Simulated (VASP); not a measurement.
# KBr in VASP: one cell, several levels of theory, part 2 of 2

VASP 6.6.1, plane waves, PAW.

## Step 3: r2SCAN

File INCAR:

```
ENCUT = 520.000000
SIGMA = 0.010000
EDIFF = 1.00e-07
ALGO = Normal
METAGGA = R2SCAN
PREC = Accurate
IBRION = -1
ISIF = 2
ISMEAR = 0
NBANDS = 15
NELM = 120
NSW = 0
LASPH = .TRUE.
LCHARG = .FALSE.
LWAVE = .FALSE.
LREAL = .FALSE.
```

File KPOINTS:

```
KPOINTS created by Atomic Simulation Environment
0
Gamma
6 6 6
0 0 0
```

File KPOINTS_OPT:

```
special points
6
Reciprocal
0.0000000000 0.0000000000 0.0000000000 1
0.5000000000 0.0000000000 0.5000000000 1
0.6250000000 0.2500000000 0.6250000000 1
0.3750000000 0.3750000000 0.7500000000 1
0.5000000000 0.5000000000 0.5000000000 1
0.5000000000 0.2500000000 0.7500000000 1
```

File POSCAR:

```
K  Br
 1.0000000000000000
    -0.0140895907000000    3.2881582294000000    3.2881582294000000
     3.2881582294000000   -0.0140895907000000    3.2881582294000000
     3.2881582294000000    3.2881582294000000   -0.0140895907000000
 K   Br
   1   1
Cartesian
  0.0000000000000000  0.0000000000000000  0.0000000000000000
  3.2811134340499994  3.2811134340499994  3.2811134340499990
```

Started as:

```console
$ mpirun -np 1 vasp_std
```

Standard output, without the iteration lines:

```text
POSCAR found type information on POSCAR K Br
 POSCAR found :  2 types and       2 ions
 -----------------------------------------------------------------------------
|                                                                             |
|                                                                             |
|     You enforced a specific xc type in the INCAR file but a different       |
|     I HOPE YOU KNOW WHAT YOU ARE DOING!                                     |
|                                                                             |
 -----------------------------------------------------------------------------

 LDA part: xc-table for (None), standard interpolation
 POSCAR, INCAR and KPOINTS ok, starting setup
 FFT: planning ... GRIDC
 FFT: planning ... GRID_SOFT
 FFT: planning ... GRID
 WAVECAR not read
 entering main loop
 Start KPOINTS_OPT (optional k-point list driver)
k-point batch [1-6\6]
```

OSZICAR:

```text
N       E                     dE             d eps       ncg     rms          rms(c)
DAV:   1     0.804953927343E+02    0.80495E+02   -0.70649E+03   960   0.958E+02
DAV:   2    -0.203226171862E+02   -0.10082E+03   -0.93090E+02  1276   0.237E+02
DAV:   3    -0.267216944337E+02   -0.63991E+01   -0.63582E+01  1303   0.515E+01
DAV:   4    -0.270159948814E+02   -0.29430E+00   -0.29421E+00  1456   0.966E+00
DAV:   5    -0.270186566623E+02   -0.26618E-02   -0.26617E-02  1338   0.108E+00    0.296E+00
DAV:   6    -0.232610260794E+02    0.37576E+01   -0.10526E+00  1486   0.856E+00    0.170E+00
DAV:   7    -0.232321722818E+02    0.28854E-01   -0.15567E-01  1296   0.235E+00    0.862E-01
DAV:   8    -0.232422090827E+02   -0.10037E-01   -0.91072E-03  1142   0.747E-01    0.427E-01
DAV:   9    -0.232480691144E+02   -0.58600E-02   -0.42521E-03  1037   0.617E-01    0.109E-01
DAV:  10    -0.232481384365E+02   -0.69322E-04   -0.62448E-05  1346   0.610E-02    0.573E-02
DAV:  11    -0.232482792809E+02   -0.14084E-03   -0.12058E-04   988   0.988E-02    0.880E-03
DAV:  12    -0.232482786664E+02    0.61449E-06   -0.18734E-06  1367   0.963E-03    0.271E-03
DAV:  13    -0.232482788257E+02   -0.15922E-06   -0.34217E-07  1128   0.429E-03    0.123E-03
DAV:  14    -0.232482788220E+02    0.36780E-08   -0.12665E-08  1096   0.103E-03
   1 F= -.23248279E+02 E0= -.23248279E+02  d E =-.441414-108
       N       E                     dE             ncg
DAV:   1     0.170118124681E+03   -0.31329E+04      180
DAV:   2    -0.439145318984E+03   -0.60926E+03      243
DAV:   3    -0.474140167022E+03   -0.34995E+02      236
DAV:   4    -0.475617360538E+03   -0.14772E+01      285
DAV:   5    -0.475628137434E+03   -0.10777E-01      243
DAV:   6    -0.475628388542E+03   -0.25111E-03      284
DAV:   7    -0.475628389877E+03   -0.13351E-05      243
DAV:   8    -0.475628389898E+03   -0.20361E-07      196
```

From OUTCAR:

```text
k-points           NKPTS =     32   k-points in BZ     NKDIM =     32   number of bands    NBANDS=     15

   NELECT =      16.0000    total number of electrons

   dimension x,y,z NGX =    36 NGY =   36 NGZ =   36
   dimension x,y,z NGXF=    72 NGYF=   72 NGZF=   72

  energy-cutoff  :      520.00
  volume of cell :       71.56
      direct lattice vectors                 reciprocal lattice vectors
    -0.014089591  3.288158229  3.288158229    -0.151086923  0.151737109  0.151737109
     3.288158229 -0.014089591  3.288158229     0.151737109 -0.151086923  0.151737109
     3.288158229  3.288158229 -0.014089591     0.151737109  0.151737109 -0.151086923

 k-points in reciprocal lattice and weights: KPOINTS created by Atomic Simulation Env
   0.00000000  0.00000000  0.00000000       0.005
   0.16666667  0.00000000  0.00000000       0.028
   0.33333333  0.00000000  0.00000000       0.028
   0.50000000  0.00000000  0.00000000       0.014
   0.16666667  0.16666667  0.00000000       0.028
   0.33333333  0.16666667 -0.00000000       0.056
   0.50000000  0.16666667  0.00000000       0.056
  -0.33333333  0.16666667 -0.00000000       0.056
[... 24 more k-points ...]

 E-fermi :  -1.9672

 k-point     1 :       0.0000    0.0000    0.0000
  band No.  band energies     occupation
      1     -31.0048      2.00000
      2     -14.8650      2.00000
      3     -13.7118      2.00000
      4     -13.7110      2.00000
      5     -13.7110      2.00000
      6      -2.1361      2.00000
      7      -2.1361      2.00000
      8      -2.1217      2.00000
      9       2.9605      0.00000
     10       6.0871      0.00000
     11       6.0871      0.00000
     12       6.1413      0.00000
     13       7.0888      0.00000
     14       7.0888      0.00000
     15       9.9349      0.00000

 k-point     2 :       0.1667    0.0000    0.0000
  band No.  band energies     occupation
      1     -31.0034      2.00000
      2     -14.9138      2.00000
      3     -13.7130      2.00000
      4     -13.7120      2.00000
      5     -13.6427      2.00000
      6      -2.4901      2.00000
      7      -2.2234      2.00000
      8      -2.2107      2.00000
      9       3.6127      0.00000
     10       5.9177      0.00000
     11       6.4269      0.00000
     12       6.4747      0.00000
     13       7.4578      0.00000
     14       7.4624      0.00000
     15      10.9201      0.00000

 k-point     3 :       0.3333    0.0000    0.0000
  band No.  band energies     occupation
      1     -31.0007      2.00000
      2     -14.9986      2.00000
      3     -13.7155      2.00000
      4     -13.7142      2.00000
      5     -13.5179      2.00000
      6      -3.0631      2.00000
      7      -2.3880      2.00000
      8      -2.3754      2.00000
      9       4.6790      0.00000
     10       6.1940      0.00000
     11       7.3397      0.00000
     12       7.3867      0.00000
     13       8.3844      0.00000
     14       8.4022      0.00000
     15      10.2766      0.00000

 k-point     4 :       0.5000    0.0000    0.0000
  band No.  band energies     occupation
      1     -30.9993      2.00000
      2     -15.0363      2.00000
      3     -13.7168      2.00000
      4     -13.7152      2.00000
      5     -13.4598      2.00000
      6      -3.3069      2.00000
      7      -2.4659      2.00000
      8      -2.4534      2.00000
      9       5.0127      0.00000
     10       6.7502      0.00000
     11       8.3863      0.00000
     12       8.4323      0.00000
     13       8.6797      0.00000
     14       8.7274      0.00000
     15       9.8100      0.00000

 k-point     5 :       0.1667    0.1667    0.0000
  band No.  band energies     occupation
      1     -31.0030      2.00000
      2     -14.9079      2.00000
      3     -13.7203      2.00000
      4     -13.7198      2.00000
      5     -13.6369      2.00000
      6      -2.5755      2.00000
      7      -2.2240      2.00000
      8      -2.2133      2.00000
      9       3.7650      0.00000
     10       5.4135      0.00000
     11       6.8043      0.00000
     12       6.8385      0.00000
     13       7.2993      0.00000
     14       7.7912      0.00000
     15      11.2062      0.00000

 k-point     6 :       0.3333    0.1667   -0.0000
  band No.  band energies     occupation
      1     -31.0007      2.00000
      2     -14.9421      2.00000
      3     -13.7260      2.00000
      4     -13.7235      2.00000
      5     -13.5828      2.00000
      6      -2.9226      2.00000
      7      -2.3898      2.00000
      8      -2.3319      2.00000
      9       4.7061      0.00000
     10       5.3061      0.00000
     11       7.5459      0.00000
     12       7.6576      0.00000
     13       7.9191      0.00000
     14       8.3515      0.00000
     15      10.2983      0.00000

 k-point     7 :       0.5000    0.1667    0.0000
  band No.  band energies     occupation
      1     -30.9989      2.00000
      2     -14.9782      2.00000
      3     -13.7329      2.00000
      4     -13.7240      2.00000
      5     -13.5254      2.00000
      6      -3.1546      2.00000
      7      -2.5485      2.00000
      8      -2.4461      2.00000
      9       5.2046      0.00000
     10       6.2906      0.00000
     11       7.9756      0.00000
     12       8.2215      0.00000
     13       8.5466      0.00000
     14       8.7472      0.00000
     15       9.7655      0.00000

 k-point     8 :      -0.3333    0.1667   -0.0000
  band No.  band energies     occupation
      1     -30.9993      2.00000
      2     -14.9829      2.00000
      3     -13.7398      2.00000
      4     -13.7165      2.00000
      5     -13.5175      2.00000
      6      -3.1151      2.00000
      7      -2.5130      2.00000
      8      -2.4476      2.00000
      9       5.2264      0.00000
     10       6.1945      0.00000
     11       7.6489      0.00000
     12       7.7097      0.00000
     13       8.2738      0.00000
     14       9.3814      0.00000
     15       9.8257      0.00000

[... the tables of k-points 9 to 32 left out ...]

  Total        0.0600268      0.0600268      0.0600268      0.0098462      0.0098462      0.0098462
  in kB        1.3439557      1.3439557      1.3439557      0.2204488      0.2204488      0.2204488
  external PRESSURE =       1.3439557 kB  Pullay stress =       0.0000000 kB

 POSITION                                       TOTAL-FORCE (eV/Angst)
 -----------------------------------------------------------------------------------
      0.00000      0.00000      0.00000        -0.000000     -0.000000     -0.000000
      3.28111      3.28111      3.28111         0.000000      0.000000      0.000000
 -----------------------------------------------------------------------------------
    total drift:                                0.000000      0.000000      0.000000

  FREE ENERGIE OF THE ION-ELECTRON SYSTEM (eV)
  ---------------------------------------------------
  free  energy   TOTEN  =       -23.2482788220 eV

  energy  without entropy=      -23.2482788220  energy(sigma->0) =      -23.24827882
```

It took 58 s on 1 MPI rank of Intel Xeon 6975P-C, shared host; peak memory 0.22 GiB.

The levels at the points of KPOINTS_OPT are read from vasprun.xml.

Near the gap, in eV above the top of the last filled band v; c is the band after it:

| point | v−1 | v | c | c+1 |
| --- | --- | --- | --- | --- |
| Γ | -0.01 | 0.00 | 5.08 | 8.21 |
| X | -0.31 | -0.29 | 6.34 | 8.04 |
| U | -0.65 | -0.35 | 7.11 | 9.03 |
| K | -0.65 | -0.35 | 7.11 | 9.03 |
| L | -0.35 | -0.35 | 7.13 | 8.90 |
| W | -0.60 | -0.54 | 7.93 | 7.93 |

The r2SCAN gap is 5.08 eV, direct at Γ. The pressure is 0.13 GPa; the forces vanish within 0.01 eV/Å.

## Step 4: Results

The summary covers parts 1 to 2.

```
 level  gap (eV)  pressure (GPa)
   PBE      4.44            0.83
r2SCAN      5.08            0.13
```

**Reading.** The gap runs from 4.44 eV (PBE) to 5.08 eV (r2SCAN). The pressure is highest with PBE (0.8 GPa) and lowest with r2SCAN (0.1 GPa), which orders the cells that they would relax to.
